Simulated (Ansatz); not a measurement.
Structure: an 8-atom cell of GeS started from a crystallographic database, at its r2SCAN+rVV10 minimum. Ge has 3 S at 2.42–2.44 Å; S has 3 Ge at 2.42–2.44 Å.

Space group Pnma (No. 62). a = 10.608 Å, b = 3.608 Å, c = 4.422 Å, α = 90.00°, β = 90.00°, γ = 90.00°
```
atom  site  symmetry       x       y       z
  Ge    4c       .m.  0.1251  0.2500  0.1282
   S    4c       .m.  0.8472  0.2500  0.5119
```

3 runs of Ansatz 0.2.0 on this cell differ in the functional (and in the settings that go with it). Levels are in eV from each run's valence top; v1 is the last filled band, c1 the first empty one.

Run A, mean stress +0.4 GPa (compression positive):
```
point     v5     v3     v1    c1    c2    c3
    Γ  -2.53  -1.21   0.00  2.36  3.64  4.01
    X  -2.42  -2.28  -0.53  3.54  3.54  3.85
    S  -3.09  -1.83  -1.83  2.95  2.95  2.95
    Y  -2.84  -1.88  -1.43  2.68  2.68  2.73
    Z  -2.22  -1.29  -0.26  3.03  3.03  3.82
    U  -2.72  -1.13  -0.29  3.03  3.03  3.66
```

Run B, mean stress +0.4 GPa (compression positive):
```
point     v5     v3     v1    c1    c2    c3
    Γ  -2.46  -1.15   0.00  1.77  3.04  3.43
    X  -2.31  -2.23  -0.51  2.92  2.92  3.26
    S  -2.97  -1.79  -1.79  2.40  2.40  2.40
    Y  -2.75  -1.85  -1.41  2.14  2.14  2.20
    Z  -2.14  -1.25  -0.29  2.48  2.48  3.26
    U  -2.66  -1.10  -0.32  2.48  2.48  3.09
```

Run C, mean stress +0.8 GPa (compression positive):
```
point     v5     v3     v1    c1    c2    c3
    Γ  -2.34  -1.09   0.00  1.30  2.54  2.91
    X  -2.20  -2.13  -0.48  2.42  2.42  2.74
    S  -2.82  -1.73  -1.73  1.93  1.93  1.93
    Y  -2.62  -1.78  -1.36  1.66  1.66  1.74
    Z  -2.03  -1.21  -0.32  2.00  2.00  2.77
    U  -2.55  -1.05  -0.35  2.00  2.00  2.59
```

**Question.** Match the runs to r2SCAN, r2SCANh, PBE0.

**Answer.** A is PBE0, B is r2SCANh, C is r2SCAN. In order of the gap: r2SCAN 1.30, r2SCANh 1.77, PBE0 2.36 eV.

The values are computed, spin-unpolarised, and not measurements.

The runs are scalar-relativistic, without spin-orbit coupling.

The stress of a hybrid is loosely converged in these runs.

The meshes of the hybrids are coarse, so their gaps aren't converged to the digits shown.
